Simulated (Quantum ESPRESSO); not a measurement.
# CoO: orders under volume

How does volume change the magnetic state of CoO?

Program: Quantum ESPRESSO 7.5. Level of theory: PBE with U = 3.5 eV on Co d (ortho-atomic projectors); plane waves with GBRV 1.5 PBE potentials, no spin-orbit coupling. Results are calculated unless marked as measured.

**1. Set-up**

It takes space group I4/mmm (No. 139, tetragonal). Conventional cell: a = 3.016 Å, b = 3.016 Å, c = 4.214 Å, α = 90.00°, β = 90.00°, γ = 90.00°. Nearest to Co lie 6 O at 2.11 to 2.13 Å. Nearest to O lie 6 Co at 2.11 to 2.13 Å. Farther neighbours and most contacts between anions are not listed.

Structure file:

```cif
data_structure
_symmetry_space_group_name_H-M 'I4/mmm'
_symmetry_Int_Tables_number 139
_cell_length_a 3.0160
_cell_length_b 3.0160
_cell_length_c 4.2145
_cell_angle_alpha 90.000
_cell_angle_beta 90.000
_cell_angle_gamma 90.000
_cell_volume 38.34
loop_
_atom_site_label
_atom_site_type_symbol
_atom_site_symmetry_multiplicity
_atom_site_Wyckoff_symbol
_atom_site_fract_x
_atom_site_fract_y
_atom_site_fract_z
_atom_site_occupancy
Co1 Co 2 a 0.00000 0.00000 0.00000 1
O1 O 2 b 0.00000 0.00000 0.50000 1
```

The cell comes from the Crystallography Open Database.

**2. Volume 0.92, ferro +**

All lengths scale alike; the factor is that of the volume. Atoms keep their fractional places. Seeded atoms are those given a starting moment.

pw.in reads:

```
&CONTROL
  calculation = 'scf'
  prefix = 'pwscf'
  outdir = './tmp'
  pseudo_dir = './pseudo'
  disk_io = 'nowf'
  tprnfor = .true.
  tstress = .true.
/
&SYSTEM
  ibrav = 0
  nat = 2
  ntyp = 2
  ecutwfc = 40
  ecutrho = 280
  nbnd = 20
  occupations = 'smearing'
  smearing = 'fd'
  degauss = 0.00367493
  nspin = 2
  starting_magnetization(1) = 0.1765
  starting_magnetization(2) = 0
/
&ELECTRONS
  conv_thr = 4d-09
  electron_maxstep = 150
  mixing_beta = 0.3
/
ATOMIC_SPECIES
Co     58.9332 co_pbe_v1.2.uspp.F.UPF
O      15.9990 o_pbe_v1.2.uspp.F.UPF
CELL_PARAMETERS angstrom
  -1.4666639499    1.4666639499    2.0494854092
   1.4666639499   -1.4666639499    2.0494854092
   1.4666639499    1.4666639499   -2.0494854092
ATOMIC_POSITIONS crystal
Co      0.0000000000    0.0000000000    0.0000000000
O       0.5000000000    0.5000000000    0.0000000000
K_POINTS automatic
10 10 10 0 0 0
HUBBARD {ortho-atomic}
U Co-3d 3.5000
```

Run with:

```
$ OMP_NUM_THREADS=1 mpirun -n 2 pw.x -nk 2 -in pw.in > pw.out
```

The program printed:

```text
Program PWSCF v.7.5 starts

     Message from routine setup:
     using ibrav=0 with symmetry is DISCOURAGED, use correct ibrav instead

     K-points division:     npool     =       2
     Subspace diagonalization in iterative solution of the eigenvalue problem:

     bravais-lattice index     =            0
     lattice parameter (alat)  =       5.5103  a.u.
     unit-cell volume          =     119.0043 (a.u.)^3
     number of atoms/cell      =            2
     number of atomic types    =            2
     number of electrons       =        23.00
     number of Kohn-Sham states=           20
     kinetic-energy cutoff     =      40.0000  Ry
     charge density cutoff     =     280.0000  Ry
     scf convergence threshold =      4.0E-09
     mixing beta               =       0.3000
     number of iterations used =            8  plain     mixing
     Exchange-correlation= SLA  PW   PBE  PBE
                           (   1   4   3   4   0   0   0)
     Hubbard projectors: ortho-atomic
     Hubbard parameters of DFT+U (Dudarev formulation) in eV:
     U(Co-3d) =  3.5000

     Internal variables: lda_plus_u =T, lda_plus_u_kind = 0

     Internal variables: orbital_resolved =F, hub_pot_fix =F, apply_U = F

     celldm(1)=   5.510293  celldm(2)=   0.000000  celldm(3)=   0.000000
     celldm(4)=   0.000000  celldm(5)=   0.000000  celldm(6)=   0.000000

     crystal axes: (cart. coord. in units of alat)
               a(1) = (  -0.502985   0.502985   0.702860 )
               a(2) = (   0.502985  -0.502985   0.702860 )
               a(3) = (   0.502985   0.502985  -0.702860 )

     reciprocal axes: (cart. coord. in units 2 pi/alat)
               b(1) = (  0.000000  0.994066  0.711379 )
               b(2) = (  0.994066  0.000000  0.711379 )
               b(3) = (  0.994066  0.994066  0.000000 )

     PseudoPot. # 1 for Co read from file:
     co_pbe_v1.2.uspp.F.UPF
     Pseudo is Ultrasoft + core correction, Zval = 17.0

     PseudoPot. # 2 for O  read from file:
     o_pbe_v1.2.uspp.F.UPF
     Pseudo is Ultrasoft + core correction, Zval =  6.0

     atomic species   valence    mass     pseudopotential
     Co               17.00    58.93320     Co( 1.00)
     O                 6.00    15.99900     O ( 1.00)

     Starting magnetic structure
     atomic species   magnetization
     Co              0.176
     O               0.000

     16 Sym. Ops., with inversion, found

   Cartesian axes

     site n.     atom                  positions (alat units)
         1        Co     tau(   1) = (   0.0000000   0.0000000   0.0000000  )
         2        O      tau(   2) = (   0.0000000   0.0000000   0.7028603  )

     number of k points=   102  Fermi-Dirac smearing, width (Ry)=  0.0037

     Number of k-points >= 100: set verbosity='high' to print them.

     Dense  grid:     9433 G-vectors     FFT dimensions: (  30,  30,  30)

     Smooth grid:     4063 G-vectors     FFT dimensions: (  24,  24,  24)

     Check: negative core charge=   -0.000040
     Generating pointlists ...
     new r_m :   0.2899 (alat units)  1.5976 (a.u.) for type    1
     new r_m :   0.2899 (alat units)  1.5976 (a.u.) for type    2

     Initial potential from superposition of free atoms

     starting charge      22.0000, renormalised to      23.0000

     STARTING HUBBARD OCCUPATIONS:

     =================== HUBBARD OCCUPATIONS ===================
     ------------------------ ATOM    1 ------------------------
     Tr[ns(  1)] (up, down, total) =   5.00000  2.00000  7.00000
     Atomic magnetic moment for atom   1 =   3.00000
     [... lines left out ...]
     Number of occupied Hubbard levels =    7.0000

     Atomic wfc used for Hubbard projectors are orthogonalized

     Starting wfcs are   17 randomized atomic wfcs +    3 random wfcs

     Self-consistent Calculation

     iteration #  1     ecut=    40.00 Ry     beta= 0.30
     Davidson diagonalization with overlap
     ethr =  1.00E-02,  avg # of iterations =  5.0

     =================== HUBBARD OCCUPATIONS ===================
     ------------------------ ATOM    1 ------------------------
     Tr[ns(  1)] (up, down, total) =   4.66338  1.05746  5.72084
     Atomic magnetic moment for atom   1 =   3.60592
     [... lines left out ...]
     Number of occupied Hubbard levels =    5.7208

     total energy              =    -328.96511509 Ry
     estimated scf accuracy    <       5.52819824 Ry

     total magnetization       =     3.60 Bohr mag/cell
     absolute magnetization    =     3.67 Bohr mag/cell

     iteration #  2     ecut=    40.00 Ry     beta= 0.30
     Davidson diagonalization with overlap
     ethr =  1.00E-02,  avg # of iterations =  2.0

     total energy              =    -330.02395645 Ry
     estimated scf accuracy    <       3.22071908 Ry

     total magnetization       =     1.40 Bohr mag/cell
     absolute magnetization    =     1.42 Bohr mag/cell

     [... further iterations left out ...]

     iteration # 18     ecut=    40.00 Ry     beta= 0.30
     Davidson diagonalization with overlap
     ethr =  3.80E-08,  avg # of iterations =  1.0

     total energy              =    -330.58521857 Ry
     estimated scf accuracy    <       0.00000003 Ry

     total magnetization       =     2.89 Bohr mag/cell
     absolute magnetization    =     2.91 Bohr mag/cell

     iteration # 19     ecut=    40.00 Ry     beta= 0.30
     Davidson diagonalization with overlap
     ethr =  1.34E-10,  avg # of iterations =  1.5

     Magnetic moment per site  (integrated on atomic sphere of radius R)
     atom   1 (R=0.290)  charge= 14.4682  magn=  2.5162
     atom   2 (R=0.290)  charge=  5.6737  magn=  0.2500

     End of self-consistent calculation

     =================== HUBBARD OCCUPATIONS ===================
     ------------------------ ATOM    1 ------------------------
     Tr[ns(  1)] (up, down, total) =   4.95146  2.36583  7.31730
     Atomic magnetic moment for atom   1 =   2.58563
     [... lines left out ...]
     Number of occupied Hubbard levels =    7.3173

     Number of k-points >= 100: set verbosity='high' to print the bands.

     the Fermi energy is    15.1200 ev

!    total energy              =    -330.58521858 Ry
     estimated scf accuracy    <          2.3E-09 Ry
     smearing contrib. (-TS)   =      -0.00248032 Ry
     internal energy E=F+TS    =    -330.58273826 Ry

     The total energy is F=E-TS. E is the sum of the following terms:
     one-electron contribution =    -172.24255207 Ry
     hartree contribution      =     101.00389257 Ry
     xc contribution           =     -40.15835866 Ry
     ewald contribution        =    -219.30381081 Ry
     Hubbard energy            =       0.11809072 Ry

     total magnetization       =     2.89 Bohr mag/cell
     absolute magnetization    =     2.91 Bohr mag/cell

     convergence has been achieved in  19 iterations

     Forces acting on atoms (cartesian axes, Ry/au):

     atom    1 type  1   force =    -0.00000000   -0.00000000    0.00000000
     atom    2 type  2   force =    -0.00000000   -0.00000000    0.00000000

     Total force =     0.000000     Total SCF correction =     0.000000

     Computing stress (Cartesian axis) and pressure

          total   stress  (Ry/bohr**3)                   (kbar)     P=      231.76
   0.00152373  -0.00000000  -0.00000000          224.15       -0.00       -0.00
  -0.00000000   0.00152373  -0.00000000           -0.00      224.15       -0.00
  -0.00000000  -0.00000000   0.00167894           -0.00       -0.00      246.98

=------------------------------------------------------------------------------=
   JOB DONE.
=------------------------------------------------------------------------------=
```

The job ended after 48 s (2 MPI ranks of Intel Xeon at 2.70GHz, shared host; peak memory 0.19 GiB).

Spin moment in the atom's sphere by atom:

| atom | spin moment in the atom's sphere (μB) |
| --- | --- |
| Co1 | 2.52 |
| O2 | 0.25 |

Numbers from this step:

- smearing term TS: 0.03375 eV
- pressure: 23.18 GPa
- magnetization: 2.886 μB
- absolute magnetization: 2.913 μB
- final state: ferromagnetic

**3. Volume 0.92, antiferro q=(1/2,1/2,1/2) +-**

The wavevector q is in fractions of the reciprocal vectors of the crystal's primitive cell, as the cells of these inputs are built from it; moments change sign between cells as cos(2π q·R).

pw.in reads:

```
&CONTROL
  calculation = 'scf'
  prefix = 'pwscf'
  outdir = './tmp'
  pseudo_dir = './pseudo'
  disk_io = 'nowf'
  tprnfor = .true.
  tstress = .true.
/
&SYSTEM
  ibrav = 0
  nat = 4
  ntyp = 3
  ecutwfc = 40
  ecutrho = 280
  nbnd = 32
  occupations = 'smearing'
  smearing = 'fd'
  degauss = 0.00367493
  nspin = 2
  starting_magnetization(1) = 0.1765
  starting_magnetization(2) = -0.1765
  starting_magnetization(3) = 0
/
&ELECTRONS
  conv_thr = 8d-09
  electron_maxstep = 150
  mixing_beta = 0.3
/
ATOMIC_SPECIES
Co1    58.9332 co_pbe_v1.2.uspp.F.UPF
Co2    58.9332 co_pbe_v1.2.uspp.F.UPF
O      15.9990 o_pbe_v1.2.uspp.F.UPF
CELL_PARAMETERS angstrom
  -2.9333278999    2.9333278999    4.0989708185
   0.0000000000    0.0000000000    4.0989708185
   0.0000000000    2.9333278999    0.0000000000
ATOMIC_POSITIONS crystal
Co1     0.0000000000    0.0000000000    0.0000000000
Co2     0.5000000000    0.0000000000    0.0000000000
O       0.0000000000    0.5000000000    0.0000000000
O       0.5000000000    0.5000000000    0.0000000000
K_POINTS automatic
5 10 10 0 0 0
HUBBARD {ortho-atomic}
U Co1-3d 3.5000
U Co2-3d 3.5000
```

The program printed:

```text
     [... lines left out ...]
Program PWSCF v.7.5 starts
     [... lines left out ...]
     number of atoms/cell      =            4
     [... lines left out ...]
     number of electrons       =        46.00
     number of Kohn-Sham states=           32
     kinetic-energy cutoff     =      40.0000  Ry
     charge density cutoff     =     280.0000  Ry
     scf convergence threshold =      8.0E-09
     [... lines left out ...]
     16 Sym. Ops., with inversion, found
     [... lines left out ...]
     number of k points=    63  Fermi-Dirac smearing, width (Ry)=  0.0037
     [... lines left out ...]
     iteration #150     ecut=    40.00 Ry     beta= 0.30
     [... lines left out ...]
     estimated scf accuracy    <       0.00384305 Ry
     total magnetization       =    -0.29 Bohr mag/cell
     absolute magnetization    =     4.27 Bohr mag/cell
     [... lines left out ...]
     convergence NOT achieved after 150 iterations: stopping
[key lines of the parts left out:]
total energy              =    -661.13953419 Ry
```

The job ended after 17 min (2 MPI ranks; peak memory 0.29 GiB).

Residual by cycle:

cycle, log10 residual and a bar from the least value:
```
        1        2.2 ##############################
       15       -1.7 ##
       28       -2.0 
       42       -1.8 ##
       55       -1.9 #
       69       -1.4 #####
       82       -1.5 ####
       96       -1.7 ##
      109       -1.8 #
      123       -1.0 #######
      136       -1.4 #####
      150       -1.3 #####
```

The run stopped without converging, so none of its numbers is a property of the system.

After 150 cycles the residual stands at 0.052, against 0.062 at cycle 76 and a least value of 0.0071. The cap of 150 cycles in the input ended the loop.

**4. Volume 0.92, no spin polarisation**

pw.in reads:

```
&CONTROL
  calculation = 'scf'
  prefix = 'pwscf'
  outdir = './tmp'
  pseudo_dir = './pseudo'
  disk_io = 'nowf'
  tprnfor = .true.
  tstress = .true.
/
&SYSTEM
  ibrav = 0
  nat = 2
  ntyp = 2
  ecutwfc = 40
  ecutrho = 280
  nbnd = 18
  occupations = 'smearing'
  smearing = 'fd'
  degauss = 0.00367493
/
&ELECTRONS
  conv_thr = 4d-09
  electron_maxstep = 150
  mixing_beta = 0.3
/
ATOMIC_SPECIES
Co     58.9332 co_pbe_v1.2.uspp.F.UPF
O      15.9990 o_pbe_v1.2.uspp.F.UPF
CELL_PARAMETERS angstrom
  -1.4666639499    1.4666639499    2.0494854092
   1.4666639499   -1.4666639499    2.0494854092
   1.4666639499    1.4666639499   -2.0494854092
ATOMIC_POSITIONS crystal
Co      0.0000000000    0.0000000000    0.0000000000
O       0.5000000000    0.5000000000    0.0000000000
K_POINTS automatic
10 10 10 0 0 0
HUBBARD {ortho-atomic}
U Co-3d 3.5000
```

The program printed:

```text
     [... lines left out ...]
Program PWSCF v.7.5 starts
     [... lines left out ...]
     number of atoms/cell      =            2
     [... lines left out ...]
     number of electrons       =        23.00
     number of Kohn-Sham states=           18
     kinetic-energy cutoff     =      40.0000  Ry
     charge density cutoff     =     280.0000  Ry
     scf convergence threshold =      4.0E-09
     [... lines left out ...]
     16 Sym. Ops., with inversion, found
     [... lines left out ...]
     number of k points=   102  Fermi-Dirac smearing, width (Ry)=  0.0037
     [... lines left out ...]
     iteration # 17     ecut=    40.00 Ry     beta= 0.30
     [... lines left out ...]
     Tr[ns(  1)] =   7.55406
     [... lines left out ...]
     the Fermi energy is    15.7662 ev
!    total energy              =    -330.54960678 Ry
     estimated scf accuracy    <          2.3E-10 Ry
     smearing contrib. (-TS)   =      -0.00149854 Ry
     [... lines left out ...]
     convergence has been achieved in  17 iterations
     [... lines left out ...]
     Total force =     0.000000     Total SCF correction =     0.000000
     [... lines left out ...]
          total   stress  (Ry/bohr**3)                   (kbar)     P=      -16.55
     [... lines left out ...]
```

The job ended after 27 s (2 MPI ranks; peak memory 0.17 GiB; 52 s of CPU time).

This step gave:

* smearing term TS: 0.02039 eV
* pressure: -1.655 GPa
* final state: non-magnetic (no spin polarisation)

**5. Volume 1.08, ferro +**

Edit pw.in of step 4 so:

```diff
@@ -15,3 +15,3 @@
   ecutrho = 280
-  nbnd = 18
+  nbnd = 20
   occupations = 'smearing'
@@ -19,2 +19,5 @@
   degauss = 0.00367493
+  nspin = 2
+  starting_magnetization(1) = 0.1765
+  starting_magnetization(2) = 0
 /
@@ -29,5 +32,5 @@
 CELL_PARAMETERS angstrom
-  -1.4666639499    1.4666639499    2.0494854092
-   1.4666639499   -1.4666639499    2.0494854092
-   1.4666639499    1.4666639499   -2.0494854092
+  -1.5471862366    1.5471862366    2.1620055619
+   1.5471862366   -1.5471862366    2.1620055619
+   1.5471862366    1.5471862366   -2.1620055619
 ATOMIC_POSITIONS crystal
```

The program printed:

```text
     [... lines left out ...]
Program PWSCF v.7.5 starts
     [... lines left out ...]
     number of atoms/cell      =            2
     [... lines left out ...]
     number of electrons       =        23.00
     number of Kohn-Sham states=           20
     kinetic-energy cutoff     =      40.0000  Ry
     charge density cutoff     =     280.0000  Ry
     scf convergence threshold =      4.0E-09
     [... lines left out ...]
     16 Sym. Ops., with inversion, found
     [... lines left out ...]
     number of k points=   102  Fermi-Dirac smearing, width (Ry)=  0.0037
     [... lines left out ...]
     iteration # 17     ecut=    40.00 Ry     beta= 0.30
     [... lines left out ...]
     Magnetic moment per site  (integrated on atomic sphere of radius R)
     atom   1 (R=0.290)  charge= 14.6281  magn=  2.6241
     atom   2 (R=0.290)  charge=  5.8017  magn=  0.2711
     [... lines left out ...]
     Tr[ns(  1)] (up, down, total) =   4.97864  2.29657  7.27521
     [... lines left out ...]
     the Fermi energy is    11.9058 ev
!    total energy              =    -330.59257272 Ry
     estimated scf accuracy    <          3.2E-09 Ry
     smearing contrib. (-TS)   =      -0.00288365 Ry
     [... lines left out ...]
     total magnetization       =     3.00 Bohr mag/cell
     absolute magnetization    =     3.03 Bohr mag/cell
     convergence has been achieved in  17 iterations
     [... lines left out ...]
     Total force =     0.000000     Total SCF correction =     0.000000
     [... lines left out ...]
          total   stress  (Ry/bohr**3)                   (kbar)     P=      -89.04
     [... lines left out ...]
```

It took 36 s on 2 MPI ranks; peak memory 0.21 GiB.

Numbers from this step:

```
smearing term TS       : 0.03923 eV
pressure               : -8.904 GPa
magnetization          : 2.997 μB
absolute magnetization : 3.026 μB
final state            : ferromagnetic
largest moment         : 2.624 μB
```

[end of part 1 of 2]

[Logs and program files are shortened in this print: banners, set-up blocks, solver, clock and traceback lines can be left out without a mark of their own.]

[Logs are printed without paths, hosts, clocks, repeated set-up lines and the standing remarks that a program may print on its own settings, such as how far it seeks lower states.]

[Hosts, paths, dates, database ids (printed as entryN), source tags and the programs' standing remarks are cut or masked in the printed files.]

[Where a cell is said to come from a database of computed structures, the database is the Materials Project.]
